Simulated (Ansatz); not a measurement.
## Au: energy change per atom and pressure against volume scale

All results are calculated (Ansatz 0.2.0). Plane-wave DFT, scalar-relativistic PAW made under PBE with cores redone for the functional, no dispersion; the given relaxed cell is scaled uniformly, energy at zero smearing counts from the unscaled cell, pressure at the given Fermi-Dirac smearing is positive in compression.

The cell before it is scaled or strained (space group Im-3m, No. 229):
```
cell vectors (Å)
  -1.6513     1.6513     1.6513
   1.6513    -1.6513     1.6513
   1.6513     1.6513    -1.6513
atoms (fractions of the cell vectors)
Au  0.00000  0.00000  0.00000
```

Settings of every row: spin polarised no; functional PBE; wave cutoff 420 eV; smearing width 0.1 eV; k mesh 22x22x22.

Atom starting moment: 0 on all atoms.

Limits: no spin-orbit coupling, which can matter with elements this heavy; the cell comes from a prototype or a list of computed structures and needn't be the stable phase.

| row | volume scale | V (Å³/atom) | energy change per atom (meV) | pressure (GPa) |
| --- | --- | --- | --- | --- |
| 1 | 0.88 | 15.85 | 150.13 | 25.79 |
| 2 | 0.92 | 16.57 | 60.2 | 14.81 |
| 3 | 0.96 | 17.291 | 13.59 | 6.43 |
| 4 | 1.04 | 18.731 | 11.4 | -4.72 |
| 5 | 1.08 | 19.452 | ? | ? |
| 6 | 1.12 | 20.172 | 85.26 | -10.96 |

Question: what energy change per atom and pressure should row 5 give?

Worked fit of energy change per atom. Take u = (V_r/V)^(2/3) − 1 with V_r = 17.291 Å³ an atom, which is twice the finite (Eulerian) strain; such expansions in the strain, on which the Birch-Murnaghan equation of state is built, carry the rest volume and the bulk modulus. The shown rows have u = 0.05973, 0.0288, 0, -0.05193, -0.09764. Least squares give energy change per atom = 14.87 + 1108.72 × u + 18878.8 × u² meV; a straight line predicts inner rows, each left out in turn, worse (root mean square 53 against 4.1 meV). The rows lie off it by 1.68, -2.26, -1.28, 3.19, -1.34 (root mean square 2.1 meV). The withheld row has u = -0.07551, so the fit gives 14.87 + 1108.72 × (-0.07551) + 18878.8 × (-0.07551)² = 38.79 meV.

The calculation gave 41.45 meV. The fit lies 2.66 meV (6.4 % of the value, 1.9 % of the column's range) below it; its largest miss of a shown row is 3.19 meV.

Worked fit of pressure. Take u = (V_r/V)^(2/3) − 1 with V_r = 17.291 Å³ an atom, which is twice the finite (Eulerian) strain; such expansions in the strain, on which the Birch-Murnaghan equation of state is built, carry the rest volume and the bulk modulus. The shown rows have u = 0.05973, 0.0288, 0, -0.05193, -0.09764. Least squares give pressure = 6.502 + 266.91 × u + 910.1 × u² GPa; a straight line predicts inner rows, each left out in turn, worse (root mean square 2.6 against 0.24 GPa). The rows lie off it by 0.10, -0.13, -0.07, 0.18, -0.08 (root mean square 0.12 GPa). The withheld row has u = -0.07551, so the fit gives 6.502 + 266.91 × (-0.07551) + 910.1 × (-0.07551)² = -8.46 GPa.

The calculation gave -8.3 GPa. The fit lies 0.16 GPa (1.9 % of the value, 0.44 % of the column's range) below it; its largest miss of a shown row is 0.18 GPa.
